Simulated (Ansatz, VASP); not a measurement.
# Two plane-wave programs on BN

```
B N
1.0
     0.00000    1.80750    1.80750
     1.80750    0.00000    1.80750
     1.80750    1.80750    0.00000
B N
1 1
Direct
  0.00000 0.00000 0.00000
  0.75000 0.75000 0.75000
```

Alike in both runs: task single point; functional PBEsol; k mesh 12 × 12 × 12; occupations gaussian, width 0.05 eV; no spin polarisation.

```csv
,VASP,Ansatz
version,VASP 6.6.1,Ansatz 0.2.0
potentials or method,"VASP PAW PBE potentials, release 64 (B, N)","scalar-relativistic, plane waves, PAW"
plane-wave cutoff (eV),520,420
valence electrons in the cell,8,8
```

Ansatz gave:

| Item | Value |
| --- | --- |
| gap on the k mesh at the Fermi level (eV) | 4.29 |
| least direct gap on the mesh (eV) | 8.77 |
| pressure (GPa) | -2.9 |

Task: What did VASP give for the same quantities?

Result: gap on the k mesh at the Fermi level (eV): 4.28; least direct gap on the mesh (eV): 8.76; pressure (GPa): -2.3.

Caveats: the PAW data sets were made with another functional, which shifts forces and pressure a little (VASP). A hybrid or GW would open this gap; PBEsol tends to underestimate it. A k mesh can miss the band edges.
